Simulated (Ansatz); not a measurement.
# ZnAu (P1) in Ansatz: convergence with wavefunction cutoff

Aim: find how far wavefunction cutoff must go before the results for ZnAu settle, at LDA. This setting moves, with any that are tied to it; all else stays.

Everything below comes from runs of Ansatz 0.2.0. Logs are shortened: lines on timing, memory, paths and dates and some standing lists are left out, and cuts for length are marked.

### Step 1. The cell of the first run

The typed cell holds 2 atoms: a = 3.147 Å, b = 3.147 Å, c = 3.147 Å, α = 90.00°, β = 90.00°, γ = 90.00°.

The cell isn't the ideal one: atoms moved at random, drawn with an rms of 0.05 Å.

### Step 2. With wavefunction cutoff 400 eV

Contents of input.yaml:

```yaml
crystal:
  lattice:
    - [3.147, 0.0, 0.0]
    - [0.0, 3.147, 0.0]
    - [0.0, 0.0, 3.147]
  atoms:
    - { symbol: Au, position: [0.00445, -0.003031, -0.010596] }
    - { symbol: Zn, position: [0.485155, 0.515448, 0.502437] }
hamiltonian:
  xc: lda
  pseudopotentials: { kind: paw, level: accurate }
kpoints:
  mp_grid: { grid: [6, 6, 6] }
scf:
  occupations: { method: fermi_dirac, width: 0.1 }
output:
  forces: true
  stress: true
  eigenvalues: true
basis:
  ecutwfc: "400 eV"
```

Potentials or basis: Ansatz PAW earlier set.

On the command line:

```
$ ansatz run input.yaml --threads 2 --pin off --max-ram 5632MiB --backend cpu --events-out ev --progress --plain --runs-dir out
```

Wall time 7.5 s (2 threads of Intel Xeon at 2.50GHz (Skylake/Cascade Lake), shared host); peak memory 0.38 GiB.

What came out:

```
Free energy            : -20302.9605 eV
Pressure               : -6.5 GPa
Largest force          : 0.234 eV/Å
Band gap on the k mesh : none (metal or under the smearing width)
```

### Step 3. With wavefunction cutoff 500 eV

input.yaml, as its differences from that of step 2:

```diff
@@ -20,2 +20,2 @@
 basis:
-  ecutwfc: "400 eV"
+  ecutwfc: "500 eV"
```

Potentials or basis: Ansatz PAW earlier set.

On the command line:

```
$ ansatz run input.yaml --threads 2 --pin off --max-ram 5632MiB --backend cpu --events-out ev --progress --plain --runs-dir out
```

It took 9.2 s on 2 threads of Intel Xeon at 2.50GHz (Skylake/Cascade Lake), shared host; peak memory 0.41 GiB.

Results:

```
Free energy            : -20305.1390 eV
Pressure               : -6.2 GPa
Largest force          : 0.275 eV/Å
Band gap on the k mesh : none (metal or under the smearing width)
```

### Step 4. With wavefunction cutoff 600 eV

input.yaml, as its differences from that of step 3:

```diff
@@ -20,2 +20,2 @@
 basis:
-  ecutwfc: "500 eV"
+  ecutwfc: "600 eV"
```

On the command line:

```
$ ansatz run input.yaml --threads 2 --pin off --max-ram 5632MiB --backend cpu --events-out ev --progress --plain --runs-dir out
```

It took 13 s on 2 threads of Intel Xeon at 2.50GHz (Skylake/Cascade Lake), shared host; peak memory 0.44 GiB.

What came out:

* Free energy: -20305.2508 eV
* Pressure: -6.2 GPa
* Largest force: 0.270 eV/Å
* Band gap on the k mesh: none (metal or under the smearing width)

### Step 5. With wavefunction cutoff 700 eV

input.yaml, as its differences from that of step 4:

```diff
@@ -20,2 +20,2 @@
 basis:
-  ecutwfc: "600 eV"
+  ecutwfc: "700 eV"
```

On the command line:

```
$ ansatz run input.yaml --threads 2 --pin off --max-ram 5632MiB --backend cpu --events-out ev --progress --plain --runs-dir out
```

Wall time 16 s (2 threads of Intel Xeon at 2.50GHz (Skylake/Cascade Lake), shared host); peak memory 0.47 GiB.

What came out:

```
Free energy            : -20305.2534 eV
Pressure               : -6.2 GPa
Largest force          : 0.270 eV/Å
Band gap on the k mesh : none (metal or under the smearing width)
```

### Step 6. With wavefunction cutoff 850 eV

input.yaml, as its differences from that of step 5:

```diff
@@ -20,2 +20,2 @@
 basis:
-  ecutwfc: "700 eV"
+  ecutwfc: "850 eV"
```

Potentials or basis: Ansatz PAW earlier set.

On the command line:

```
$ ansatz run input.yaml --threads 2 --pin off --max-ram 5632MiB --backend cpu --events-out ev --progress --plain --runs-dir out
```

Run time: 19 s. Hardware: 2 threads of Intel Xeon at 2.50GHz (Skylake/Cascade Lake), shared host; peak memory 0.51 GiB.

It converged, with:

```
Free energy            : -20305.2540 eV
Pressure               : -6.2 GPa
Largest force          : 0.270 eV/Å
Band gap on the k mesh : none (metal or under the smearing width)
```

### Step 7. With wavefunction cutoff 1000 eV

input.yaml, as its differences from that of step 6:

```diff
@@ -20,2 +20,2 @@
 basis:
-  ecutwfc: "850 eV"
+  ecutwfc: "1000 eV"
```

On the command line:

```
$ ansatz run input.yaml --threads 2 --pin off --max-ram 5632MiB --backend cpu --events-out ev --progress --plain --runs-dir out
```

Wall time 25 s (2 threads of Intel Xeon at 2.50GHz (Skylake/Cascade Lake), shared host); peak memory 0.51 GiB.

The run converged. Its results:

```
Free energy            : -20305.2547 eV
Pressure               : -6.2 GPa
Largest force          : 0.270 eV/Å
Band gap on the k mesh : none (metal or under the smearing width)
```

### Step 8. With wavefunction cutoff 1200 eV

input.yaml, as its differences from that of step 7:

```diff
@@ -20,2 +20,2 @@
 basis:
-  ecutwfc: "1000 eV"
+  ecutwfc: "1200 eV"
```

On the command line:

```
$ ansatz run input.yaml --threads 2 --pin off --max-ram 5632MiB --backend cpu --events-out ev --progress --plain --runs-dir out
```

Run time: 31 s. Hardware: 2 threads of Intel Xeon at 2.50GHz (Skylake/Cascade Lake), shared host; peak memory 0.57 GiB.

It converged, with:

* Free energy: -20305.2550 eV
* Pressure: -6.2 GPa
* Largest force: 0.270 eV/Å
* Band gap on the k mesh: none (metal or under the smearing width)

### Step 9. With wavefunction cutoff 1400 eV

input.yaml, as its differences from that of step 8:

```diff
@@ -20,2 +20,2 @@
 basis:
-  ecutwfc: "1200 eV"
+  ecutwfc: "1400 eV"
```

Potentials or basis: Ansatz PAW earlier set.

On the command line:

```
$ ansatz run input.yaml --threads 2 --pin off --max-ram 5632MiB --backend cpu --events-out ev --progress --plain --runs-dir out
```

Run time: 39 s. Hardware: 2 threads of Intel Xeon at 2.50GHz (Skylake/Cascade Lake), shared host; peak memory 0.65 GiB.

The run converged. Its results:

| Item | Value |
| --- | --- |
| Free energy | -20305.2551 eV |
| Pressure | -6.2 GPa |
| Largest force | 0.270 eV/Å |
| Band gap on the k mesh | none (metal or under the smearing width) |

### Step 10. With wavefunction cutoff 1700 eV

input.yaml, as its differences from that of step 9:

```diff
@@ -20,2 +20,2 @@
 basis:
-  ecutwfc: "1400 eV"
+  ecutwfc: "1700 eV"
```

Potentials or basis: Ansatz PAW earlier set.

On the command line:

```
$ ansatz run input.yaml --threads 2 --pin off --max-ram 5632MiB --backend cpu --events-out ev --progress --plain --runs-dir out
```

Output:

```text
Warning: RAYON_NUM_THREADS=2 ignored (pool sized by the plan → 2); use --threads N
Engine: ansatz 0.2.0, x86_64-unknown-linux-gnu
Pseudopotentials: kind: paw, level: accurate
Pseudopotential: Au, paw, valence charge 19, recommended cutoff 864 eV (high), Au.paw.azcp
Pseudopotential: Zn, paw, valence charge 20, recommended cutoff 800 eV (high), Zn.paw.azcp
Functional definition: SPW92
  exchange = slater_x
  correlation = pw_c
Crystal: 2 atoms, lattice volume = 31.167 Å³
Basis set: ecut = 1700 eV, 4945 PW (Γ)
Bands: 24, of which v1, the nominal top of the filled ones, is band 20 counted from 1 (19 counted from 0)
Symmetry: 1 space group operations
Space group: P1 (ITA 1), of the structure as read, at distance tolerance 3.1e-5 Å
k-points: 112 of 216 (time reversal used)
Non-local potential: Au, projectors of the file, l = 0: 3, l = 1: 3, l = 2: 2, l = 3: 2
Non-local potential: Zn, projectors of the file, l = 0: 3, l = 1: 3, l = 2: 3, l = 3: 1
PAW form: soft (Blöchl's): semilocal exchange-correlation on the pseudo side does not see the compensation charge
PAW frozen core: Au, regenerated for the run's functional, and the local potential with it (the file was generated under x = pbe(κ = 0.804, μ = 0.2195149727645171), c = pbe(β = 0.06672455060314922))
PAW frozen core: Zn, regenerated for the run's functional, and the local potential with it (the file was generated under x = pbe(κ = 0.804, μ = 0.2195149727645171), c = pbe(β = 0.06672455060314922))
PAW one-centre angular grid: Au, 590 points (default); XC on 96 Gauss nodes
PAW one-centre angular grid: Zn, 590 points (default); XC on 64 Gauss nodes
Initial density: superposition of atomic densities (chi_scale 0.1, normalization cell, long waves kept (reshape's long-wave potential 0.00 eV rms))
Initial wavefunctions: pseudopotential atomic-orbital guess
Functional: x = slater, c = lda
SCF iter   1: F=—  HF=-20309.998660 eV  |F-HF|=—  |Δ(HF+E_count)|=         —  Δρ=2.18e-1  dr2=1.89e1  ethr=3.10e-3  ⟨swp⟩=5.5  Hψ=10615  notcnv=0
preconditioner: auto → Kerker (q_TF=auto, 2.832 Å⁻¹)  [metal: Δε(μ)=0.131 eV  Ē_g=13.589 eV  σ=0.100 eV  W_gap=0.31  n_scr=18 (ndim 8)  ℏωp=31.9 eV  f_vac=0.000  D(μ)=1.08/eV (n_scr^D=6)]
SCF iter   2: F=—  HF=-20305.764216 eV  |F-HF|=—  |Δ(HF+E_count)|=    4.23e0  Δρ=5.27e-2  dr2=1.07e0  ethr=3.10e-3  ⟨swp⟩=3.1  Hψ=6751  notcnv=0  defer=1
preconditioner: auto → Resta (q_TF=auto, 2.832 Å⁻¹)  ε∞=7.4  [insulator: Δε(μ)=0.496 eV  Ē_g=12.659 eV  σ=0.100 eV  W_gap=0.60  n_scr=18 (ndim 8)  ℏωp=31.9 eV  f_vac=0.000  D(μ)=0.90/eV (n_scr^D=6)  ε∞_Penn≈7.4]
SCF iter   3: F=—  HF=-20305.363599 eV  |F-HF|=—  |Δ(HF+E_count)|=   4.01e-1  Δρ=3.11e-2  dr2=3.23e-1  ethr=2.74e-3  ⟨swp⟩=2.1  Hψ=5976  notcnv=0  defer=6
SCF iter   4: F=—  HF=-20305.268473 eV  |F-HF|=—  |Δ(HF+E_count)|=   9.51e-2  Δρ=1.19e-2  dr2=3.60e-2  ethr=8.29e-4  ⟨swp⟩=2.5  Hψ=4677  notcnv=0  defer=6
SCF iter   5: F=—  HF=-20305.255651 eV  |F-HF|=—  |Δ(HF+E_count)|=   1.28e-2  Δρ=3.45e-3  dr2=1.88e-3  ethr=9.24e-5  ⟨swp⟩=2.0  Hψ=5811  notcnv=0  defer=6
SCF iter   6: F=—  HF=-20305.255308 eV  |F-HF|=—  |Δ(HF+E_count)|=   3.42e-4  Δρ=3.95e-4  dr2=4.93e-5  ethr=4.82e-6  ⟨swp⟩=2.0  Hψ=2989  notcnv=0  defer=6
SCF iter   7: F=—  HF=-20305.255183 eV  |F-HF|=—  |Δ(HF+E_count)|=   1.26e-4  Δρ=1.28e-4  dr2=2.21e-6  ethr=1.26e-7  ⟨swp⟩=2.1  Hψ=4691  notcnv=0  defer=6
SCF iter   8: F=-20305.255183 eV  HF=-20305.255183 eV  |F-HF|=3.79e-8  |Δ(HF+E_count)|=   2.08e-8  Δρ=1.88e-5  dr2=8.35e-8  ethr=2.56e-10  ⟨swp⟩=7.3  Hψ=18784  notcnv=0
SCF 1 converged in 8 iterations: F = -20305.255183 eV  dr2 = 8.35e-8
SCF converged after 8 iterations
Free energy (F): -20305.255183 eV
Harris-Foulkes:  -20305.255183 eV  (|F-HF|=3.79e-8)
Internal energy: -20305.228252 eV  (E = F + TS)
E sigma→0 (E₀):  -20305.241717 eV
Entropy (-TS):   -0.026930 eV (-13.465 meV/atom)
Fermi energy:    18.137059 eV
--- Per-component energies (eV) ---
  E_band       = -722.844179
  E_kinetic    = 1434.344589
  E_local      = -9110.715603  (includes V_loc(G=0)·N_el)
  E_nonlocal   = 2102.228116
  E_hartree    = 3031.213734
  E_xc         = -457.611461
  E_vxc        = -556.883156  (∫ρ·V_xc dr)
  E_paw        = -10974.667921  (= ΣΔE_a)
  E_vpaw       = -654.235148  (= ΣTr[D̂ρ^β])
  E_aug_tail   = 0.000001  (compensation charges beyond the density's cutoff)
  E_ewald      = -6331.007591
  E_core_change = 0.987885  (= ΣΔE_core)
  E_smearing   = -0.026930  (= −TS)
  E_closure    = 0.000000  (closes the sum)
  Σ components = -20305.255183   (vs F -20305.255183, Δ=0.00e0)
--- Forces (eV/Å), atoms counted from 1 ---
  atom   1  Au    -0.17490674     0.16787855     0.11986366
  atom   2  Zn     0.17490937    -0.16787971    -0.11986468
  max |Σ_I F_I| component: 2.63e-6 eV/Å
--- Stress (GPa, compression-positive) ---
       -6.226527      -0.341455      -0.242625
       -0.341455      -6.213509       0.232675
       -0.242625       0.232675      -6.140091
  P = ⅓ Tr σ = -6.1934 GPa (-61.934 kbar)
--- Band table (eV; the first three rows and the last of 112) ---
  k-point 0: bands = ["-107.4743", "-88.2838", "-62.0991", "-62.0980", "-62.0979", "-39.4823", "-39.4799", "-39.4792", "7.4188", "9.9316", "9.9350", "10.6020", "10.6181", "10.6191", "12.6584", "12.6634", "14.3617", "14.3619", "14.3690", "23.0180", "23.0270", "23.0322", "26.7314", "30.2590"]
  k-point 1: bands = ["-107.4742", "-88.2836", "-62.0993", "-62.0983", "-62.0979", "-39.4912", "-39.4806", "-39.4784", "7.9062", "10.0334", "10.0677", "10.5996", "10.6140", "10.6518", "12.5834", "12.7891", "14.0303", "14.0311", "14.3280", "20.3059", "23.9172", "23.9197", "27.9707", "29.7830"]
  k-point 2: bands = ["-107.4742", "-88.2831", "-62.1000", "-62.0986", "-62.0978", "-39.5115", "-39.4792", "-39.4769", "9.2224", "10.2560", "10.3331", "10.5977", "10.6060", "10.7257", "12.4139", "12.9339", "13.4521", "13.4537", "14.2543", "17.0497", "26.1456", "26.1586", "28.5957", "28.9322"]
  k-point 111: bands = ["-107.4740", "-88.2809", "-62.1008", "-62.0997", "-62.0996", "-39.5161", "-39.5138", "-39.5130", "10.3384", "10.3437", "10.3440", "10.9581", "10.9582", "11.6492", "11.6618", "11.6626", "15.0082", "15.0087", "19.3272", "21.5276", "21.7675", "21.8116", "21.8306", "24.0099"]
```

It took 50 s on 2 threads of Intel Xeon at 2.50GHz (Skylake/Cascade Lake), shared host; peak memory 0.79 GiB.

Results:

- Free energy: -20305.2552 eV
- Pressure: -6.2 GPa
- Largest force: 0.270 eV/Å
- Band gap on the k mesh: none (metal or under the smearing width)

### Step 11. Summary

```
wavefunction cutoff  energy less the tightest run, at zero smearing (meV/atom)  pressure (GPa)  largest force (eV/Å)  SCF cycles  CPU time (s)  peak memory (GiB)
             400 eV                                                    1147.37           -6.48                 0.234           8            14               0.38
             500 eV                                                      58.08           -6.18                 0.275           8            17               0.41
             600 eV                                                       2.21           -6.19                 0.270           8            24               0.44
             700 eV                                                       0.89           -6.19                 0.270           8            30               0.47
             850 eV                                                       0.59           -6.19                 0.270           8            36               0.51
            1000 eV                                                       0.23           -6.19                 0.270           8            47               0.51
            1200 eV                                                       0.07           -6.19                 0.270           8            61               0.57
            1400 eV                                                       0.03           -6.19                 0.270           8            77               0.65
            1700 eV                                                       0.00           -6.19                 0.270           8            96               0.79
```

Against the tightest run, the energy stays within 1 meV/atom from 700 eV on; the pressure stays within 0.1 GPa from 500 eV on; the largest force stays within 0.005 eV/Å from 500 eV on. The tightest run that finished is the yardstick and may itself not be fully converged.

Caveats: the PAW data sets come from PBE, with cores solved anew for the run's functional, which leaves a small shift of forces and pressure.
